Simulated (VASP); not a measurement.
Input of a VASP 6.6.1 run:

File INCAR:

```
SYSTEM = Ge
  PREC = Accurate
  ENCUT = 600
  EDIFF = 1E-7
  ISMEAR = 0
  SIGMA = 0.03
  LREAL = .FALSE.
  LASPH = .TRUE.
  NELM = 80
  ALGO = Normal
  ISIF = 2
  LWAVE = .FALSE.
  LCHARG = .FALSE.
  GGA = PE
  IVDW = 12
  IBRION = 2
  NSW = 40
  EDIFFG = -0.01
```

KPOINTS

```
Automatic mesh
0
G
  10 10 10
  0 0 0
```

POSCAR

```
Ge                                      
1.0
   -0.0000000000      2.8106430489      2.8106430489
    2.8106430489     -0.0000000000      2.8106430489
    2.8106430489      2.8106430489     -0.0000000000
  Ge            
     2
Direct
     0.0000000000000000    0.0000000000000000    0.0000000000000000
     0.2500000000000000    0.2500000000000000    0.2500000000000000
```

Potentials or basis: VASP PAW PBE potentials, release 64 (Ge_d).

The run is started by

```console
$ cat potpaw_PBE.64/Ge_d/POTCAR > POTCAR
$ mpirun -np 1 vasp_std > vasp.out
```

Question: Predict the band gap on the k mesh.

Answer: 0.21 eV, direct.

Question: What does it give for the dispersion energy per atom?

Answer: -0.303 eV.

Final structure:
```
CELL_PARAMETERS angstrom
0.00000 2.81064 2.81064
2.81064 0.00000 2.81064
2.81064 2.81064 0.00000
ATOMIC_POSITIONS crystal
Ge 0.00000 0.00000 0.00000
Ge 0.25000 0.25000 0.25000
```

Caveat: the relaxation stopped at its first step, so nothing moved. A k mesh can miss the band edges.
